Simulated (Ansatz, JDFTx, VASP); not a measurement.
**WC: 4 runs at one level of theory**

The starting cell:

```
W C
1.0
     2.90650    0.00000    0.00000
    -1.45325    2.51710    0.00000
     0.00000    0.00000    2.83660
W C
1 1
Direct
  0.00000 0.00000 0.00000
  0.66667 0.33333 0.50000
```

Alike in all runs: task relaxation of cell and atoms; functional PBEsol; k mesh 10 × 10 × 9; occupations fermi-dirac, width 0.05 eV; no spin polarisation; no spin-orbit coupling.

```csv
program and potentials,plane-wave cutoff (eV),notes,equilibrium volume (Å³/atom)
"Ansatz, Ansatz PAW",420,"potentials made for PBE, which Ansatz adapts in part",10.29
"Ansatz, all-electron LAPW, scalar-relativistic",-,-,10.29
"JDFTx, PseudoDojo-SR-PBEsol-0.4.1-standard",1116,-,10.30
"VASP, PBE PAW files C, W_sv, 600 eV",600,potentials made for PBE,10.32
```

The equilibrium volume spans 10.29 (Ansatz, Ansatz PAW) to 10.32 Å³/atom (VASP, PBE PAW files C, W_sv, 600 eV), with all-electron results at 10.29. Relaxations stop with a little pressure left, so the last digit of a volume isn't settled.

The functional is the same throughout but for its coding, so the spread measures potentials, basis and numerics; runs on potential files found faulty are left out.
